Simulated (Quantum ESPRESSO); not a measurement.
# BN (F-43m) in Quantum ESPRESSO: settings compared

One crystal, BN, is run at these levels: revTPSS, rev-vdW-DF2, TPSS; tasks: band structure.

Program: Quantum ESPRESSO 7.5. These are calculated values, not measurements. Logs are shortened: lines on timing, memory, paths and dates and some standing lists are left out, and cuts for length are marked.

**Experimental background.**

From a printed reference work, monograph, for a bulk crystal of BN at 300 K: band gap 6.4 eV (indirect).

How close the calculation comes is told below.

### 1 The structure

The structure is cubic, space group F-43m (No. 216). The conventional cell has a = 3.626 Å, b = 3.626 Å, c = 3.626 Å, α = 90.00°, β = 90.00°, γ = 90.00°. N (site symmetry -43m) has 4 B at 1.57 Å as nearest neighbours. B (site symmetry -43m) is surrounded by 4 N at 1.57 Å.

The cell is a database's computed one.

### 2 Band structure, revTPSS

File pw.in:

```
&CONTROL
  calculation = 'scf'
  prefix = 'pwscf'
  outdir = './tmp'
  pseudo_dir = './pseudo'
  tprnfor = .true.
  tstress = .true.
  disk_io = 'low'
/
&SYSTEM
  ibrav = 0
  nat = 2
  ntyp = 2
  ecutwfc = 88
  nbnd = 9
  input_dft = 'XC-000I-000I-000I-000I-212L-241L'
  occupations = 'smearing'
  smearing = 'fd'
  degauss = 0.00367493
  nosym = .true.
/
&ELECTRONS
  conv_thr = 1d-08
  electron_maxstep = 120
  mixing_beta = 0.5
/
ATOMIC_SPECIES
N     14.0070 N_ONCV_PBE-1.2.upf
B     10.8100 B_ONCV_PBE-1.2.upf
CELL_PARAMETERS angstrom
   0.0000000000    1.8130010000    1.8130010000
   1.8130010000    0.0000000000    1.8130010000
   1.8130010000    1.8130010000    0.0000000000
ATOMIC_POSITIONS crystal
N      0.2500000000    0.2500000000    0.2500000000
B      0.0000000000    0.0000000000    0.0000000000
K_POINTS automatic
10 10 10 0 0 0
```

File bands.in:

```
&CONTROL
  calculation = 'bands'
  prefix = 'pwscf'
  outdir = './tmp'
  pseudo_dir = './pseudo'
  disk_io = 'low'
  verbosity = 'high'
/
&SYSTEM
  ibrav = 0
  nat = 2
  ntyp = 2
  ecutwfc = 88
  nbnd = 9
  input_dft = 'XC-000I-000I-000I-000I-212L-241L'
  occupations = 'smearing'
  smearing = 'fd'
  degauss = 0.00367493
  nosym = .true.
/
&ELECTRONS
  conv_thr = 1d-08
  electron_maxstep = 120
  mixing_beta = 0.5
  diago_full_acc = .true.
  startingwfc = 'random'
/
ATOMIC_SPECIES
N     14.0070 N_ONCV_PBE-1.2.upf
B     10.8100 B_ONCV_PBE-1.2.upf
CELL_PARAMETERS angstrom
   0.0000000000    1.8130010000    1.8130010000
   1.8130010000    0.0000000000    1.8130010000
   1.8130010000    1.8130010000    0.0000000000
ATOMIC_POSITIONS crystal
N      0.2500000000    0.2500000000    0.2500000000
B      0.0000000000    0.0000000000    0.0000000000
K_POINTS crystal
60
 0.0000000000  0.0000000000  0.0000000000 1
 0.0625000000  0.0000000000  0.0625000000 1
 0.1250000000  0.0000000000  0.1250000000 1
 0.1875000000  0.0000000000  0.1875000000 1
 0.2500000000  0.0000000000  0.2500000000 1
 0.3125000000  0.0000000000  0.3125000000 1
 0.3750000000  0.0000000000  0.3750000000 1
 0.4375000000  0.0000000000  0.4375000000 1
 0.5000000000  0.0000000000  0.5000000000 1
 0.5000000000  0.0625000000  0.5625000000 1
 0.5000000000  0.1250000000  0.6250000000 1
 0.5000000000  0.1875000000  0.6875000000 1
 0.5000000000  0.2500000000  0.7500000000 1
 0.4375000000  0.3125000000  0.7500000000 1
 0.3750000000  0.3750000000  0.7500000000 1
 0.3375000000  0.3375000000  0.6750000000 1
 0.3000000000  0.3000000000  0.6000000000 1
 0.2625000000  0.2625000000  0.5250000000 1
 0.2250000000  0.2250000000  0.4500000000 1
 0.1875000000  0.1875000000  0.3750000000 1
 0.1500000000  0.1500000000  0.3000000000 1
 0.1125000000  0.1125000000  0.2250000000 1
 0.0750000000  0.0750000000  0.1500000000 1
 0.0375000000  0.0375000000  0.0750000000 1
 0.0000000000  0.0000000000  0.0000000000 1
 0.0625000000  0.0625000000  0.0625000000 1
 0.1250000000  0.1250000000  0.1250000000 1
 0.1875000000  0.1875000000  0.1875000000 1
 0.2500000000  0.2500000000  0.2500000000 1
 0.3125000000  0.3125000000  0.3125000000 1
 0.3750000000  0.3750000000  0.3750000000 1
 0.4375000000  0.4375000000  0.4375000000 1
 0.5000000000  0.5000000000  0.5000000000 1
 0.5250000000  0.4500000000  0.5250000000 1
 0.5500000000  0.4000000000  0.5500000000 1
 0.5750000000  0.3500000000  0.5750000000 1
 0.6000000000  0.3000000000  0.6000000000 1
 0.6250000000  0.2500000000  0.6250000000 1
 0.5833333333  0.2500000000  0.6666666667 1
 0.5416666667  0.2500000000  0.7083333333 1
 0.5000000000  0.2500000000  0.7500000000 1
 0.5000000000  0.2857142857  0.7142857143 1
 0.5000000000  0.3214285714  0.6785714286 1
 0.5000000000  0.3571428571  0.6428571429 1
 0.5000000000  0.3928571429  0.6071428571 1
 0.5000000000  0.4285714286  0.5714285714 1
 0.5000000000  0.4642857143  0.5357142857 1
 0.5000000000  0.5000000000  0.5000000000 1
 0.4821428571  0.4821428571  0.5357142857 1
 0.4642857143  0.4642857143  0.5714285714 1
 0.4464285714  0.4464285714  0.6071428571 1
 0.4285714286  0.4285714286  0.6428571429 1
 0.4107142857  0.4107142857  0.6785714286 1
 0.3928571429  0.3928571429  0.7142857143 1
 0.3750000000  0.3750000000  0.7500000000 1
 0.6250000000  0.2500000000  0.6250000000 1
 0.5937500000  0.1875000000  0.5937500000 1
 0.5625000000  0.1250000000  0.5625000000 1
 0.5312500000  0.0625000000  0.5312500000 1
 0.5000000000  0.0000000000  0.5000000000 1
```

Potentials or basis: SG15 PBE 1.2.

On the command line:

```bash
> OMP_NUM_THREADS=1 pw.x -in pw.in > pw.out
> OMP_NUM_THREADS=1 pw.x -in bands.in > bands.out
```

pw.out:

```text
This program is part of the open-source Quantum ESPRESSO suite
     for quantum simulation of materials; please cite
         "P. Giannozzi et al., J. Phys.:Condens. Matter 21 395502 (2009);
         "P. Giannozzi et al., J. Phys.:Condens. Matter 29 465901 (2017);
         "P. Giannozzi et al., J. Chem. Phys. 152 154105 (2020);
     in publications or presentations arising from this work. More details at

     IMPORTANT: XC functional enforced from input :
     Exchange-correlation= XC-000I-000I-000I-000I-212L-241L
                           (   0   0   0   0   0 212 241)
     Any further DFT definition will be discarded
     Please, verify this is what you really want

     G-vector sticks info
     --------------------
     sticks:   dense  smooth     PW     G-vecs:    dense   smooth      PW
     Sum         571     571    187                 8873     8873    1687

     Using Slab Decomposition

     bravais-lattice index     =            0
     lattice parameter (alat)  =       4.8452  a.u.
     unit-cell volume          =      80.4305 (a.u.)^3
     number of atoms/cell      =            2
     number of atomic types    =            2
     number of electrons       =         8.00
     number of Kohn-Sham states=            9
     kinetic-energy cutoff     =      88.0000  Ry
     charge density cutoff     =     352.0000  Ry
     scf convergence threshold =      1.0E-08
     mixing beta               =       0.5000
     number of iterations used =            8  plain     mixing
     Exchange-correlation= XC-000I-000I-000I-000I-212L-241L
                           (   0   0   0   0   0 212 241)

     celldm(1)=   4.845202  celldm(2)=   0.000000  celldm(3)=   0.000000
     celldm(4)=   0.000000  celldm(5)=   0.000000  celldm(6)=   0.000000

     crystal axes: (cart. coord. in units of alat)
               a(1) = (   0.000000   0.707107   0.707107 )
               a(2) = (   0.707107   0.000000   0.707107 )
               a(3) = (   0.707107   0.707107   0.000000 )

     reciprocal axes: (cart. coord. in units 2 pi/alat)
               b(1) = ( -0.707107  0.707107  0.707107 )
               b(2) = (  0.707107 -0.707107  0.707107 )
               b(3) = (  0.707107  0.707107 -0.707107 )

     PseudoPot. # 1 for N  read from file:
     N_ONCV_PBE-1.2.upf
     Pseudo is Norm-conserving, Zval =  5.0
     Generated using ONCVPSP code by D. R. Hamann
     Using radial grid of  602 points,  4 beta functions with:
                l(1) =   0
                l(2) =   0
                l(3) =   1
                l(4) =   1

     PseudoPot. # 2 for B  read from file:
     B_ONCV_PBE-1.2.upf
     Pseudo is Norm-conserving, Zval =  3.0
     Generated using ONCVPSP code by D. R. Hamann
     Using radial grid of  602 points,  4 beta functions with:
                l(1) =   0
                l(2) =   0
                l(3) =   1
                l(4) =   1

     atomic species   valence    mass     pseudopotential
     N                 5.00    14.00700     N ( 1.00)
     B                 3.00    10.81000     B ( 1.00)

     No symmetry found

   Cartesian axes

     site n.     atom                  positions (alat units)
         1        N      tau(   1) = (   0.3535534   0.3535534   0.3535534  )
         2        B      tau(   2) = (   0.0000000   0.0000000   0.0000000  )

     number of k points=   504  Fermi-Dirac smearing, width (Ry)=  0.0037

     Number of k-points >= 100: set verbosity='high' to print them.

     Dense  grid:     8873 G-vectors     FFT dimensions: (  30,  30,  30)

     WARNING: libxc functional with ID  212 depends
      on external parameters: check the user_guide of
      QE if you need to modify them or to check their
      default values.

     WARNING: libxc functional with ID  241 depends
      on external parameters: check the user_guide of
      QE if you need to modify them or to check their
      default values.

     Initial potential from superposition of free atoms

     starting charge       7.9803, renormalised to       8.0000
     Starting wfcs are random

     Self-consistent Calculation

     iteration #  1     ecut=    88.00 Ry     beta= 0.50
     Davidson diagonalization with overlap
     ethr =  1.00E-02,  avg # of iterations =  8.0

     total energy              =     -25.66638240 Ry
     estimated scf accuracy    <       4.83710973 Ry

     iteration #  2     ecut=    88.00 Ry     beta= 0.50
     Davidson diagonalization with overlap
     ethr =  1.00E-02,  avg # of iterations =  1.0

     total energy              =     -25.70118503 Ry
     estimated scf accuracy    <       0.75108230 Ry

     iteration #  3     ecut=    88.00 Ry     beta= 0.50
     Davidson diagonalization with overlap
     ethr =  9.39E-03,  avg # of iterations =  1.0

     total energy              =     -25.70304607 Ry
     estimated scf accuracy    <       0.08233580 Ry

     iteration #  4     ecut=    88.00 Ry     beta= 0.50
     Davidson diagonalization with overlap
     ethr =  1.03E-03,  avg # of iterations =  1.0

     total energy              =     -25.70334663 Ry
     estimated scf accuracy    <       0.00014443 Ry

     iteration #  5     ecut=    88.00 Ry     beta= 0.50
     Davidson diagonalization with overlap
     ethr =  1.81E-06,  avg # of iterations =  4.2

     total energy              =     -25.70335701 Ry
     estimated scf accuracy    <       0.00002178 Ry

     iteration #  6     ecut=    88.00 Ry     beta= 0.50
     Davidson diagonalization with overlap
     ethr =  2.72E-07,  avg # of iterations =  1.0

     total energy              =     -25.70335770 Ry
     estimated scf accuracy    <       0.00000020 Ry

     iteration #  7     ecut=    88.00 Ry     beta= 0.50
     Davidson diagonalization with overlap
     ethr =  2.55E-09,  avg # of iterations =  1.8

     End of self-consistent calculation

     Number of k-points >= 100: set verbosity='high' to print the bands.

     the Fermi energy is    13.0410 ev

!    total energy              =     -25.70335772 Ry
     estimated scf accuracy    <          5.7E-09 Ry
     smearing contrib. (-TS)   =       0.00000000 Ry
     internal energy E=F+TS    =     -25.70335772 Ry

     The total energy is F=E-TS. E is the sum of the following terms:
     one-electron contribution =       4.34864432 Ry
     hartree contribution      =       3.60389375 Ry
     xc contribution           =      -7.39503300 Ry
     ewald contribution        =     -26.26086280 Ry

     convergence has been achieved in   7 iterations

     Forces acting on atoms (cartesian axes, Ry/au):

     atom    1 type  1   force =    -0.00000014    0.00000037    0.00000075
     atom    2 type  2   force =     0.00000014   -0.00000037   -0.00000075

     Total force =     0.000001     Total SCF correction =     0.000000
     SCF correction compared to forces is large: reduce conv_thr to get better values

     Computing stress (Cartesian axis) and pressure

          total   stress  (Ry/bohr**3)                   (kbar)     P=      -20.15
  -0.00013697  -0.00000000   0.00000000          -20.15       -0.00        0.00
  -0.00000000  -0.00013697   0.00000000           -0.00      -20.15        0.00
   0.00000000   0.00000000  -0.00013697            0.00        0.00      -20.15

=------------------------------------------------------------------------------=
   JOB DONE.
=------------------------------------------------------------------------------=
```

Run time: 3 min. Hardware: 1 thread of Arm Neoverse V2, shared host; peak memory 0.11 GiB.

What came out:

```
Free energy             : -349.7120 eV
Pressure                : -2.0 GPa
Band gap on the k mesh  : 4.44 eV, indirect (least direct gap 9.14 eV)
Band gap along the path : 4.44 eV, indirect (least direct gap 9.14 eV)
```

Levels at the corners of the path, in eV from the valence-band top:
| point | band 1 | band 2 | band 3 | band 4 | band 5 | band 6 | band 7 | band 8 | band 9 |
| --- | --- | --- | --- | --- | --- | --- | --- | --- | --- |
| Γ | -20.53 | 0.00 | 0.00 | 0.00 | 9.14 | 9.14 | 9.14 | 10.34 | 24.56 |
| X | -14.96 | -8.95 | -4.92 | -4.92 | 4.44 | 9.47 | 18.24 | 18.24 | 20.97 |
| W | -14.65 | -7.59 | -7.02 | -6.55 | 9.61 | 13.59 | 14.63 | 15.10 | 19.52 |
| K | -14.87 | -8.15 | -7.73 | -4.09 | 6.96 | 13.11 | 16.15 | 16.95 | 18.85 |
| Γ | -20.53 | 0.00 | 0.00 | 0.00 | 9.14 | 9.14 | 9.14 | 10.34 | 24.56 |
| L | -16.31 | -10.77 | -1.94 | -1.94 | 10.37 | 11.02 | 11.02 | 15.23 | 23.32 |
| U | -14.87 | -8.15 | -7.73 | -4.09 | 6.96 | 13.11 | 16.15 | 16.95 | 18.85 |
| W | -14.65 | -7.59 | -7.02 | -6.55 | 9.61 | 13.59 | 14.63 | 15.10 | 19.52 |
| L | -16.31 | -10.77 | -1.94 | -1.94 | 10.37 | 11.02 | 11.02 | 15.23 | 23.32 |
| K | -14.87 | -8.15 | -7.73 | -4.09 | 6.96 | 13.11 | 16.15 | 16.95 | 18.85 |
| U | -14.87 | -8.15 | -7.73 | -4.09 | 6.96 | 13.11 | 16.15 | 16.95 | 18.85 |
| X | -14.96 | -8.95 | -4.92 | -4.92 | 4.44 | 9.47 | 18.24 | 18.24 | 20.97 |

Caveat: the potentials were made for another functional, which shifts forces and pressure.

### 3 Band structure, rev-vdW-DF2

pw.in, as its differences from that of step 2:

```diff
@@ -15,3 +15,3 @@
   nbnd = 9
-  input_dft = 'XC-000I-000I-000I-000I-212L-241L'
+  input_dft = 'vdw-df2-b86r'
   occupations = 'smearing'
@@ -19,6 +19,5 @@
   degauss = 0.00367493
-  nosym = .true.
 /
 &ELECTRONS
-  conv_thr = 1d-08
+  conv_thr = 4d-10
   electron_maxstep = 120
@@ -37,2 +36,2 @@
 K_POINTS automatic
-10 10 10 0 0 0
+13 13 13 0 0 0
```

bands.in, as its differences from that of step 2:

```diff
@@ -14,3 +14,3 @@
   nbnd = 9
-  input_dft = 'XC-000I-000I-000I-000I-212L-241L'
+  input_dft = 'vdw-df2-b86r'
   occupations = 'smearing'
@@ -18,3 +18,2 @@
   degauss = 0.00367493
-  nosym = .true.
 /
```

Potentials or basis: SG15 PBE 1.2.

On the command line:

```bash
> OMP_NUM_THREADS=1 pw.x -in pw.in > pw.out
> OMP_NUM_THREADS=1 pw.x -in bands.in > bands.out
```

pw.out:

```text
This program is part of the open-source Quantum ESPRESSO suite
     for quantum simulation of materials; please cite
         "P. Giannozzi et al., J. Phys.:Condens. Matter 21 395502 (2009);
         "P. Giannozzi et al., J. Phys.:Condens. Matter 29 465901 (2017);
         "P. Giannozzi et al., J. Chem. Phys. 152 154105 (2020);
     in publications or presentations arising from this work. More details at

     IMPORTANT: XC functional enforced from input :
     Exchange-correlation= VDW-DF2-B86R
                           (   1   4  26   0   2   0   0)
     Any further DFT definition will be discarded
     Please, verify this is what you really want

     Message from routine setup:
     using ibrav=0 with symmetry is DISCOURAGED, use correct ibrav instead

     G-vector sticks info
     --------------------
     sticks:   dense  smooth     PW     G-vecs:    dense   smooth      PW
     Sum         571     571    187                 8873     8873    1639

     Using Slab Decomposition

[... 240 lines left out ...]
     Davidson diagonalization with overlap
     ethr =  3.80E-11,  avg # of iterations =  1.0

     End of self-consistent calculation

          k = 0.0000 0.0000 0.0000 (  1139 PWs)   bands (ev):

    -9.1245  10.9370  10.9370  10.9370  19.7366  19.7366  19.7366  21.1966
    35.4717
[... 413 lines left out ...]
    -3.3738   3.1796   4.0613   4.9551  20.4407  23.9000  24.9945  26.3836
    29.8943

     the Fermi energy is    13.1736 ev

!    total energy              =     -25.79539366 Ry
     estimated scf accuracy    <          1.4E-10 Ry
     smearing contrib. (-TS)   =       0.00000000 Ry
     internal energy E=F+TS    =     -25.79539366 Ry

     The total energy is F=E-TS. E is the sum of the following terms:
     one-electron contribution =       4.33912085 Ry
     hartree contribution      =       3.61972229 Ry
     xc contribution           =      -7.49337400 Ry
     ewald contribution        =     -26.26086280 Ry

     convergence has been achieved in   8 iterations

     Forces acting on atoms (cartesian axes, Ry/au):

     atom    1 type  1   force =     0.00000000    0.00000000   -0.00000000
     atom    2 type  2   force =    -0.00000000   -0.00000000    0.00000000

     Total force =     0.000000     Total SCF correction =     0.000000

     Computing stress (Cartesian axis) and pressure

          total   stress  (Ry/bohr**3)                   (kbar)     P=      -28.65
  -0.00019476  -0.00000000  -0.00000000          -28.65       -0.00       -0.00
  -0.00000000  -0.00019476   0.00000000           -0.00      -28.65        0.00
   0.00000000   0.00000000  -0.00019476            0.00        0.00      -28.65

=------------------------------------------------------------------------------=
   JOB DONE.
=------------------------------------------------------------------------------=
```

bands.out:

```text
This program is part of the open-source Quantum ESPRESSO suite
     for quantum simulation of materials; please cite
         "P. Giannozzi et al., J. Phys.:Condens. Matter 21 395502 (2009);
         "P. Giannozzi et al., J. Phys.:Condens. Matter 29 465901 (2017);
         "P. Giannozzi et al., J. Chem. Phys. 152 154105 (2020);
     in publications or presentations arising from this work. More details at

     IMPORTANT: XC functional enforced from input :
[... 658 lines left out ...]
    30.5997

          k = 0.0000 0.6187-0.0000 (  1114 PWs)   bands (ev):
[... 261 lines left out ...]
    -3.5912   2.1038   6.0730   6.0730  15.5016  20.2127  28.6564  28.6564
    31.5044

=------------------------------------------------------------------------------=
   JOB DONE.
=------------------------------------------------------------------------------=
```

Run time: 2 min. Hardware: 1 thread of Arm Neoverse V2, shared host; peak memory 0.09 GiB.

Results:

* Free energy: -350.9642 eV
* Pressure: -2.9 GPa
* Band gap on the k mesh: 4.64 eV, indirect (least direct gap 8.80 eV)
* Band gap along the path: 4.56 eV, indirect (least direct gap 8.80 eV)

Levels at the corners of the path, in eV from the valence-band top:
| point | band 2 | band 3 | band 4 | band 5 | band 6 | band 7 |
| --- | --- | --- | --- | --- | --- | --- |
| Γ | 0.00 | 0.00 | 0.00 | 8.80 | 8.80 | 8.80 |
| X | -8.83 | -4.86 | -4.86 | 4.56 | 9.28 | 17.72 |
| W | -7.53 | -6.89 | -6.43 | 9.63 | 13.23 | 14.50 |
| K | -8.05 | -7.58 | -4.04 | 6.98 | 12.84 | 15.69 |
| Γ | 0.00 | 0.00 | 0.00 | 8.80 | 8.80 | 8.80 |
| L | -10.58 | -1.93 | -1.93 | 10.10 | 10.71 | 10.71 |
| U | -8.05 | -7.58 | -4.04 | 6.98 | 12.84 | 15.69 |
| W | -7.53 | -6.89 | -6.43 | 9.63 | 13.23 | 14.50 |
| L | -10.58 | -1.93 | -1.93 | 10.10 | 10.71 | 10.71 |
| K | -8.05 | -7.58 | -4.04 | 6.98 | 12.84 | 15.69 |
| U | -8.05 | -7.58 | -4.04 | 6.98 | 12.84 | 15.69 |
| X | -8.83 | -4.86 | -4.86 | 4.56 | 9.28 | 17.72 |

Caveat: the potentials were made for another functional, which shifts forces and pressure.

(Continued in part 2 of 2.)
